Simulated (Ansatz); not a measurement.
# Lutetium, hcp under LDA: how the cold (Marzari-Vanderbilt) smearing moves the result

A convergence test of the cold (Marzari-Vanderbilt) smearing width. The geometry was relaxed under LDA beforehand and stays fixed; 7 values are run, from 0.01 to 1.0 eV. Wanted are the values from which on the energy stays within 10 and 1 meV/atom, and the pressure within 0.5 GPa, of the narrowest run. Within the series other settings stay, but some runs also write fields, which adds to their time. Spin polarisation is left out.

Method: DFT LDA, plane waves with PAW, scalar-relativistic, in Ansatz 0.2.0.

**1. Starting point**

It takes space group P6_3/mmc (No. 194, hexagonal). The conventional cell has a = 3.382 Å, b = 3.382 Å, c = 5.252 Å, α = 90.00°, β = 90.00°, γ = 120.00°. Lu (site symmetry -6m2) is surrounded by 12 Lu at 3.27 to 3.38 Å.

Structure file:

```xyz
2
Lattice="3.3824 0.0000 0.0000 -1.6912 2.9292 0.0000 0.0000 0.0000 5.2524" Properties=species:S:1:pos:R:3 pbc="T T T"
Lu    0.0000    1.9528    1.3131
Lu    1.6912    0.9764    3.9393
```

**2. Width 0.01 eV**

The run at 0.01 eV.

Input file input.yaml:

```yaml
crystal:
  lattice:
    - [3.3823924653, 0.0, 0.0]
    - [-1.6911962327, 2.9292378005, 0.0]
    - [0.0, 0.0, 5.2524129119]
  atoms:
    - { symbol: Lu, position: [0.3333333333, 0.6666666667, 0.25] }
    - { symbol: Lu, position: [0.6666666667, 0.3333333333, 0.75] }
hamiltonian:
  xc: lda
  pseudopotentials:
    kind: paw
    azcp:
      Lu: "pseudopotentials/Lu.paw.azcp"
basis:
  ecutwfc: 420
  fft_grid_basis: typed
kpoints:
  mp_grid: { grid: [11, 11, 6], shift: [0, 0, 0] }
magnetization:
  spin_polarized: false
scf:
  occupations: { method: cold, width: 0.01 }
  lower_state_search: "off"
output:
  stress: true
```

On the command line:

```sh
> ansatz run input.yaml --threads 2 --pin off --max-ram 5120MiB --backend cpu --events-out ev --progress --plain --runs-dir out
```

Standard output (excerpt; [...] marks lines left out):

```text
Warning: <dir> the record states the generating functional pbe (its physics header spells it `PBE`), which answers neither for hamiltonian.xc's functional nor for the lda family's — results may be inconsistent (PPs are generated against a specific XC)
Warning: RAYON_NUM_THREADS=2 ignored (pool sized by the plan → 2); use --threads N
band count auto-derived: 31 (N_el = 50.0; filled up to band 25; 30 by the electrons, moments and atoms)
[...]
Pseudopotentials: kind: paw
Pseudopotential: Lu, paw, valence charge 25, recommended cutoff 420 eV (normal), <dir>
Functional definition: SPW92
[...]
Crystal: 2 atoms, lattice volume = 52.040 Å³
Basis set: ecut = 420 eV, 1025 PW (Γ)
Bands: 31, of which v1, the nominal top of the filled ones, is band 25 counted from 1 (24 counted from 0)
Symmetry: 24 space group operations
Space group: P63/mmc (ITA 194), of the structure as read, at distance tolerance 3.7e-5 Å
k-points: 64 of 726
[...]
SCF iter   1: F=—  HF=-28986.003010 eV  |F-HF|=—  |Δ(HF+E_count)|=         —  Δρ=4.28e-3  dr2=5.25e-3  ethr=1.77e-3  ⟨swp⟩=5.4  Hψ=8668  notcnv=0
[...]
SCF iter   8: F=-28985.995840 eV  HF=-28985.995840 eV  |F-HF|=1.97e-8  |Δ(HF+E_count)|=   1.94e-7  S|Δr|=    0.00e0  Δρ=4.18e-6  dr2=2.91e-9  ethr=2.00e-10  ⟨swp⟩=6.8  Hψ=10344  notcnv=0
[...]
SCF converged after 8 iterations
Stability not checked: this state was not tested for a lower state beside it, because cold or Methfessel-Paxton smearing, or corrected tetrahedra, fill the levels in a way that the test cannot read (fill_not_monotonic; see scf.lower_state_search)
Free energy (F): -28985.995840 eV
[...]
E sigma→0 (E₀):  -28985.995831 eV
Entropy (-TS):   -0.000026 eV (-0.013 meV/atom)
Fermi energy:    15.216683 eV
[...]
--- Stress (GPa, compression-positive) ---
       -0.112956      -0.000000      -0.000000
       -0.000000      -0.112956      -0.000000
       -0.000000      -0.000000      -0.831959
  P = ⅓ Tr σ = -0.3526 GPa (-3.526 kbar)
```

Run time: 1.3 s. Hardware: 2 threads of AMD EPYC 9R45 (Zen 5), shared host; peak memory 0.43 GiB.

**3. Width 0.03 eV**

The run at 0.03 eV.

Changes to input.yaml since step 2:

```diff
@@ -22,3 +22,3 @@
 scf:
-  occupations: { method: cold, width: 0.01 }
+  occupations: { method: cold, width: 0.03 }
   lower_state_search: "off"
@@ -26 +26,5 @@
   stress: true
+  write_density: true
+  write_potential: true
+  elf: true
+  volumetric_format: npy
```

On the command line:

```sh
> ansatz run input.yaml --threads 2 --pin off --max-ram 5120MiB --backend cpu --events-out ev --progress --plain --runs-dir out
```

Standard output (excerpt; [...] marks lines left out):

```text
Warning: <dir> the record states the generating functional pbe (its physics header spells it `PBE`), which answers neither for hamiltonian.xc's functional nor for the lda family's — results may be inconsistent (PPs are generated against a specific XC)
Warning: RAYON_NUM_THREADS=2 ignored (pool sized by the plan → 2); use --threads N
band count auto-derived: 31 (N_el = 50.0; filled up to band 25; 30 by the electrons, moments and atoms)
[...]
Pseudopotentials: kind: paw
Pseudopotential: Lu, paw, valence charge 25, recommended cutoff 420 eV (normal), <dir>
Functional definition: SPW92
[...]
Crystal: 2 atoms, lattice volume = 52.040 Å³
Basis set: ecut = 420 eV, 1025 PW (Γ)
Bands: 31, of which v1, the nominal top of the filled ones, is band 25 counted from 1 (24 counted from 0)
Symmetry: 24 space group operations
Space group: P63/mmc (ITA 194), of the structure as read, at distance tolerance 3.7e-5 Å
k-points: 64 of 726
[...]
SCF iter   1: F=—  HF=-28986.002986 eV  |F-HF|=—  |Δ(HF+E_count)|=         —  Δρ=4.29e-3  dr2=5.34e-3  ethr=1.77e-3  ⟨swp⟩=5.5  Hψ=8687  notcnv=0
[...]
SCF iter   8: F=-28985.995768 eV  HF=-28985.995768 eV  |F-HF|=5.64e-9  |Δ(HF+E_count)|=   1.54e-7  S|Δr|=    0.00e0  Δρ=3.06e-6  dr2=1.54e-9  ethr=2.00e-10  ⟨swp⟩=12.6  Hψ=21006  notcnv=0
[...]
SCF converged after 8 iterations
Stability not checked: this state was not tested for a lower state beside it, because cold or Methfessel-Paxton smearing, or corrected tetrahedra, fill the levels in a way that the test cannot read (fill_not_monotonic; see scf.lower_state_search)
Free energy (F): -28985.995768 eV
[...]
E sigma→0 (E₀):  -28985.995829 eV
Entropy (-TS):   0.000183 eV (0.091 meV/atom)
Fermi energy:    15.222021 eV
[...]
--- Stress (GPa, compression-positive) ---
       -0.105654       0.000000      -0.000000
        0.000000      -0.105654      -0.000000
       -0.000000      -0.000000      -0.783572
  P = ⅓ Tr σ = -0.3316 GPa (-3.316 kbar)
--- Band table (eV; the first three rows and the last of 64) ---
[...]
```

It took 1.8 s on 2 threads of AMD EPYC 9R45 (Zen 5), shared host; peak memory 0.44 GiB.

**4. Width 0.1 eV**

The run at 0.1 eV.

Changes to input.yaml since step 3:

```diff
@@ -22,3 +22,3 @@
 scf:
-  occupations: { method: cold, width: 0.03 }
+  occupations: { method: cold, width: 0.1 }
   lower_state_search: "off"
```

On the command line:

```sh
> ansatz run input.yaml --threads 2 --pin off --max-ram 5120MiB --backend cpu --events-out ev --progress --plain --runs-dir out
```

Standard output (excerpt; [...] marks lines left out):

```text
Warning: <dir> the record states the generating functional pbe (its physics header spells it `PBE`), which answers neither for hamiltonian.xc's functional nor for the lda family's — results may be inconsistent (PPs are generated against a specific XC)
Warning: RAYON_NUM_THREADS=2 ignored (pool sized by the plan → 2); use --threads N
band count auto-derived: 31 (N_el = 50.0; filled up to band 25; 30 by the electrons, moments and atoms)
[...]
Pseudopotentials: kind: paw
Pseudopotential: Lu, paw, valence charge 25, recommended cutoff 420 eV (normal), <dir>
Functional definition: SPW92
[...]
Crystal: 2 atoms, lattice volume = 52.040 Å³
Basis set: ecut = 420 eV, 1025 PW (Γ)
Bands: 31, of which v1, the nominal top of the filled ones, is band 25 counted from 1 (24 counted from 0)
Symmetry: 24 space group operations
Space group: P63/mmc (ITA 194), of the structure as read, at distance tolerance 3.7e-5 Å
k-points: 64 of 726
[...]
SCF iter   1: F=—  HF=-28986.002590 eV  |F-HF|=—  |Δ(HF+E_count)|=         —  Δρ=4.27e-3  dr2=5.42e-3  ethr=1.77e-3  ⟨swp⟩=5.3  Hψ=8585  notcnv=0
[...]
SCF iter   8: F=-28985.995300 eV  HF=-28985.995300 eV  |F-HF|=3.28e-9  |Δ(HF+E_count)|=   2.97e-7  S|Δr|=    0.00e0  Δρ=3.56e-6  dr2=4.57e-9  ethr=2.00e-10  ⟨swp⟩=13.8  Hψ=22473  notcnv=0
[...]
SCF converged after 8 iterations
Stability not checked: this state was not tested for a lower state beside it, because cold or Methfessel-Paxton smearing, or corrected tetrahedra, fill the levels in a way that the test cannot read (fill_not_monotonic; see scf.lower_state_search)
Free energy (F): -28985.995300 eV
[...]
E sigma→0 (E₀):  -28985.996015 eV
Entropy (-TS):   0.002144 eV (1.072 meV/atom)
Fermi energy:    15.222111 eV
[...]
--- Stress (GPa, compression-positive) ---
       -0.046706       0.000000      -0.000000
       -0.000000      -0.046706      -0.000000
       -0.000000      -0.000000      -0.629803
  P = ⅓ Tr σ = -0.2411 GPa (-2.411 kbar)
--- Band table (eV; the first three rows and the last of 64) ---
[...]
```

Wall time 1.8 s (2 threads of AMD EPYC 9R45 (Zen 5), shared host); peak memory 0.44 GiB.

**5. Width 0.2 eV**

The run at 0.2 eV.

Changes to input.yaml since step 4:

```diff
@@ -22,3 +22,3 @@
 scf:
-  occupations: { method: cold, width: 0.1 }
+  occupations: { method: cold, width: 0.2 }
   lower_state_search: "off"
@@ -26,5 +26 @@
   stress: true
-  write_density: true
-  write_potential: true
-  elf: true
-  volumetric_format: npy
```

On the command line:

```sh
> ansatz run input.yaml --threads 2 --pin off --max-ram 5120MiB --backend cpu --events-out ev --progress --plain --runs-dir out
```

Standard output (excerpt; [...] marks lines left out):

```text
Warning: <dir> the record states the generating functional pbe (its physics header spells it `PBE`), which answers neither for hamiltonian.xc's functional nor for the lda family's — results may be inconsistent (PPs are generated against a specific XC)
Warning: RAYON_NUM_THREADS=2 ignored (pool sized by the plan → 2); use --threads N
band count auto-derived: 31 (N_el = 50.0; filled up to band 25; 30 by the electrons, moments and atoms)
[...]
Pseudopotentials: kind: paw
Pseudopotential: Lu, paw, valence charge 25, recommended cutoff 420 eV (normal), <dir>
Functional definition: SPW92
[...]
Crystal: 2 atoms, lattice volume = 52.040 Å³
Basis set: ecut = 420 eV, 1025 PW (Γ)
Bands: 31, of which v1, the nominal top of the filled ones, is band 25 counted from 1 (24 counted from 0)
Symmetry: 24 space group operations
Space group: P63/mmc (ITA 194), of the structure as read, at distance tolerance 3.7e-5 Å
k-points: 64 of 726
[...]
SCF iter   1: F=—  HF=-28985.999336 eV  |F-HF|=—  |Δ(HF+E_count)|=         —  Δρ=4.21e-3  dr2=5.08e-3  ethr=1.77e-3  ⟨swp⟩=5.5  Hψ=8426  notcnv=0
[...]
SCF iter   8: F=-28985.992193 eV  HF=-28985.992193 eV  |F-HF|=8.64e-9  |Δ(HF+E_count)|=   2.75e-7  S|Δr|=    0.00e0  Δρ=3.48e-6  dr2=2.85e-9  ethr=2.00e-10  ⟨swp⟩=6.9  Hψ=10725  notcnv=0
[...]
SCF converged after 8 iterations
Stability not checked: this state was not tested for a lower state beside it, because cold or Methfessel-Paxton smearing, or corrected tetrahedra, fill the levels in a way that the test cannot read (fill_not_monotonic; see scf.lower_state_search)
Free energy (F): -28985.992193 eV
[...]
E sigma→0 (E₀):  -28985.993677 eV
Entropy (-TS):   0.004450 eV (2.225 meV/atom)
Fermi energy:    15.215088 eV
[...]
--- Stress (GPa, compression-positive) ---
       -0.118826      -0.000000      -0.000000
       -0.000000      -0.118826      -0.000000
       -0.000000      -0.000000      -0.452475
  P = ⅓ Tr σ = -0.2300 GPa (-2.300 kbar)
```

It took 1.2 s on 2 threads of AMD EPYC 9R45 (Zen 5), shared host; peak memory 0.43 GiB.

**6. Width 0.3 eV**

The run at 0.3 eV.

Changes to input.yaml since step 5:

```diff
@@ -22,3 +22,3 @@
 scf:
-  occupations: { method: cold, width: 0.2 }
+  occupations: { method: cold, width: 0.3 }
   lower_state_search: "off"
```

On the command line:

```sh
> ansatz run input.yaml --threads 2 --pin off --max-ram 5120MiB --backend cpu --events-out ev --progress --plain --runs-dir out
```

Standard output (excerpt; [...] marks lines left out):

```text
Warning: <dir> the record states the generating functional pbe (its physics header spells it `PBE`), which answers neither for hamiltonian.xc's functional nor for the lda family's — results may be inconsistent (PPs are generated against a specific XC)
Warning: RAYON_NUM_THREADS=2 ignored (pool sized by the plan → 2); use --threads N
band count auto-derived: 31 (N_el = 50.0; filled up to band 25; 30 by the electrons, moments and atoms)
[...]
Pseudopotentials: kind: paw
Pseudopotential: Lu, paw, valence charge 25, recommended cutoff 420 eV (normal), <dir>
Functional definition: SPW92
[...]
Crystal: 2 atoms, lattice volume = 52.040 Å³
Basis set: ecut = 420 eV, 1025 PW (Γ)
Bands: 31, of which v1, the nominal top of the filled ones, is band 25 counted from 1 (24 counted from 0)
Symmetry: 24 space group operations
Space group: P63/mmc (ITA 194), of the structure as read, at distance tolerance 3.7e-5 Å
k-points: 64 of 726
[...]
SCF iter   1: F=—  HF=-28986.000255 eV  |F-HF|=—  |Δ(HF+E_count)|=         —  Δρ=4.15e-3  dr2=4.81e-3  ethr=1.77e-3  ⟨swp⟩=5.4  Hψ=8265  notcnv=0
[...]
SCF iter   8: F=-28985.993232 eV  HF=-28985.993232 eV  |F-HF|=1.94e-8  |Δ(HF+E_count)|=   3.47e-7  S|Δr|=    0.00e0  Δρ=4.12e-6  dr2=3.36e-9  ethr=2.00e-10  ⟨swp⟩=7.0  Hψ=10807  notcnv=0
[...]
SCF converged after 8 iterations
Stability not checked: this state was not tested for a lower state beside it, because cold or Methfessel-Paxton smearing, or corrected tetrahedra, fill the levels in a way that the test cannot read (fill_not_monotonic; see scf.lower_state_search)
Free energy (F): -28985.993232 eV
[...]
E sigma→0 (E₀):  -28985.989220 eV
Entropy (-TS):   -0.012036 eV (-6.018 meV/atom)
Fermi energy:    15.222091 eV
[...]
--- Stress (GPa, compression-positive) ---
       -0.139808       0.000000       0.000000
       -0.000000      -0.139808      -0.000000
        0.000000      -0.000000      -0.224507
  P = ⅓ Tr σ = -0.1680 GPa (-1.680 kbar)
```

It took 1.2 s on 2 threads of AMD EPYC 9R45 (Zen 5), shared host; peak memory 0.42 GiB.

**7. Width 0.6 eV**

The run at 0.6 eV.

Changes to input.yaml since step 6:

```diff
@@ -22,3 +22,3 @@
 scf:
-  occupations: { method: cold, width: 0.3 }
+  occupations: { method: cold, width: 0.6 }
   lower_state_search: "off"
```

On the command line:

```sh
> ansatz run input.yaml --threads 2 --pin off --max-ram 5120MiB --backend cpu --events-out ev --progress --plain --runs-dir out
```

Standard output (excerpt; [...] marks lines left out):

```text
Warning: <dir> the record states the generating functional pbe (its physics header spells it `PBE`), which answers neither for hamiltonian.xc's functional nor for the lda family's — results may be inconsistent (PPs are generated against a specific XC)
Warning: RAYON_NUM_THREADS=2 ignored (pool sized by the plan → 2); use --threads N
band count auto-derived: 31 (N_el = 50.0; filled up to band 25; 30 by the electrons, moments and atoms)
[...]
Pseudopotentials: kind: paw
Pseudopotential: Lu, paw, valence charge 25, recommended cutoff 420 eV (normal), <dir>
Functional definition: SPW92
[...]
Crystal: 2 atoms, lattice volume = 52.040 Å³
Basis set: ecut = 420 eV, 1025 PW (Γ)
Bands: 31, of which v1, the nominal top of the filled ones, is band 25 counted from 1 (24 counted from 0)
Symmetry: 24 space group operations
Space group: P63/mmc (ITA 194), of the structure as read, at distance tolerance 3.7e-5 Å
k-points: 64 of 726
[...]
SCF iter   1: F=—  HF=-28986.026091 eV  |F-HF|=—  |Δ(HF+E_count)|=         —  Δρ=4.17e-3  dr2=4.92e-3  ethr=1.77e-3  ⟨swp⟩=4.9  Hψ=7865  notcnv=0
[...]
SCF iter   8: F=-28986.019161 eV  HF=-28986.019161 eV  |F-HF|=1.62e-8  |Δ(HF+E_count)|=   3.87e-7  S|Δr|=    0.00e0  Δρ=4.20e-6  dr2=4.00e-9  ethr=2.00e-10  ⟨swp⟩=7.0  Hψ=10983  notcnv=0
[...]
SCF converged after 8 iterations
Stability not checked: this state was not tested for a lower state beside it, because cold or Methfessel-Paxton smearing, or corrected tetrahedra, fill the levels in a way that the test cannot read (fill_not_monotonic; see scf.lower_state_search)
Free energy (F): -28986.019161 eV
[...]
E sigma→0 (E₀):  -28985.994803 eV
Entropy (-TS):   -0.073076 eV (-36.538 meV/atom)
Fermi energy:    15.238420 eV
[...]
--- Stress (GPa, compression-positive) ---
       -0.362763      -0.000000       0.000000
        0.000000      -0.362763      -0.000000
        0.000000      -0.000000       0.464111
  P = ⅓ Tr σ = -0.0871 GPa (-0.871 kbar)
```

Wall time 1.2 s (2 threads of AMD EPYC 9R45 (Zen 5), shared host); peak memory 0.43 GiB.

**8. Width 1.0 eV**

The run at 1.0 eV.

Changes to input.yaml since step 7:

```diff
@@ -22,3 +22,3 @@
 scf:
-  occupations: { method: cold, width: 0.6 }
+  occupations: { method: cold, width: 1.0 }
   lower_state_search: "off"
```

On the command line:

```sh
> ansatz run input.yaml --threads 2 --pin off --max-ram 5120MiB --backend cpu --events-out ev --progress --plain --runs-dir out
```

Standard output (excerpt; [...] marks lines left out):

```text
Warning: <dir> the record states the generating functional pbe (its physics header spells it `PBE`), which answers neither for hamiltonian.xc's functional nor for the lda family's — results may be inconsistent (PPs are generated against a specific XC)
Warning: RAYON_NUM_THREADS=2 ignored (pool sized by the plan → 2); use --threads N
band count auto-derived: 32 (N_el = 50.0; filled up to band 25; 30 by the electrons, moments and atoms)
[...]
Pseudopotentials: kind: paw
Pseudopotential: Lu, paw, valence charge 25, recommended cutoff 420 eV (normal), <dir>
Functional definition: SPW92
[...]
Crystal: 2 atoms, lattice volume = 52.040 Å³
Basis set: ecut = 420 eV, 1025 PW (Γ)
Bands: 32, of which v1, the nominal top of the filled ones, is band 25 counted from 1 (24 counted from 0)
Symmetry: 24 space group operations
Space group: P63/mmc (ITA 194), of the structure as read, at distance tolerance 3.7e-5 Å
k-points: 64 of 726
[...]
SCF iter   1: F=—  HF=-28986.090197 eV  |F-HF|=—  |Δ(HF+E_count)|=         —  Δρ=4.04e-3  dr2=4.12e-3  ethr=1.77e-3  ⟨swp⟩=4.7  Hψ=7992  notcnv=0
[...]
SCF iter   8: F=-28986.083794 eV  HF=-28986.083794 eV  |F-HF|=4.95e-8  |Δ(HF+E_count)|=   8.41e-8  S|Δr|=    0.00e0  Δρ=5.55e-6  dr2=4.88e-9  ethr=6.76e-11  ⟨swp⟩=6.1  Hψ=9984  notcnv=0
[...]
SCF converged after 8 iterations
Stability not checked: this state was not tested for a lower state beside it, because cold or Methfessel-Paxton smearing, or corrected tetrahedra, fill the levels in a way that the test cannot read (fill_not_monotonic; see scf.lower_state_search)
Free energy (F): -28986.083794 eV
[...]
E sigma→0 (E₀):  -28986.016084 eV
Entropy (-TS):   -0.203129 eV (-101.564 meV/atom)
Fermi energy:    15.264581 eV
[...]
--- Stress (GPa, compression-positive) ---
       -0.198105      -0.000000      -0.000000
       -0.000000      -0.198105      -0.000000
        0.000000      -0.000000       1.573736
  P = ⅓ Tr σ = 0.3925 GPa (3.925 kbar)
```

It took 1.2 s on 2 threads of AMD EPYC 9R45 (Zen 5), shared host; peak memory 0.43 GiB.

**9. All values side by side**

Differences are taken from the run at 0.01 eV.

| smearing (eV) | F (meV/atom) | E(σ → 0) (meV/atom) | P (GPa) | SCF cycles | CPU time |
| --- | --- | --- | --- | --- | --- |
| 0.01 | 0.00 | 0.00 | -0.35 | 8 | 2.3 s |
| 0.03 | 0.04 | 0.00 | -0.33 | 8 | 3.3 s |
| 0.1 | 0.27 | -0.09 | -0.24 | 8 | 3.3 s |
| 0.2 | 1.82 | 1.08 | -0.23 | 8 | 2.2 s |
| 0.3 | 1.30 | 3.31 | -0.17 | 8 | 2.2 s |
| 0.6 | -11.66 | 0.51 | -0.09 | 8 | 2.3 s |
| 1.0 | -43.98 | -10.13 | 0.39 | 8 | 2.2 s |

**10. Results**

| quantity | value |
| --- | --- |
| E(σ → 0) stays within 10 meV/atom of 0.01 eV | up to 0.6 eV |
| E(σ → 0) stays within 1 meV/atom | up to 0.1 eV |
| pressure stays within 0.5 GPa | up to 0.6 eV |
| pressure at 0.01 eV | -0.35 GPa |
| energy of a separate run on a finer mesh (18×18×10) | +3.4 meV/atom from 0.01 eV |

The far end, 1.0 eV, lies -10.1 meV/atom and +0.7 GPa from the yardstick. Over the range F shifts by -44.0 meV/atom, while E(σ → 0) shifts by -10.1. This scheme cancels the term in the square of the width, so F moves little up to 0.2 eV. The mesh (11×11×6) is fixed, so the narrowest widths carry a k-point error of their own. The yardstick itself is unsettled by 3.4 meV/atom against the finer mesh, so the thresholds above hold only within this series, and wider smearing, which averages over more states, can land nearer the fine-mesh value than the narrowest does. The cell taken over is 12 % smaller than the measured one (29.50 Å³/atom, COD), which weighs on all values here.
